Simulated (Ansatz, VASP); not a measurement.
# Two plane-wave programs on BN (Qingsongite)

```
B N
1.0
     0.00000    1.80750    1.80750
     1.80750    0.00000    1.80750
     1.80750    1.80750    0.00000
B N
1 1
Direct
  0.00000 0.00000 0.00000
  0.25000 0.25000 0.25000
```

Alike in both runs: task single point; functional LDA; k mesh 8 × 8 × 8; no spin polarisation.

|  | VASP | Ansatz |
| --- | --- | --- |
| version | VASP 6.6.1 | Ansatz 0.2.0 |
| potentials or method | VASP PAW LDA potentials, release 64 (B, N) | plane waves, PAW |
| plane-wave cutoff (eV) | 520 | 420 |
| occupations | gaussian, width 0.01 eV | fixed |
| valence electrons in the cell | 8 | 8 |

```tsv
	VASP	Ansatz	Ansatz less VASP
gap on the k mesh at the Fermi level (eV)	4.34	4.36	+0.018
```

A k mesh can miss the band edges.
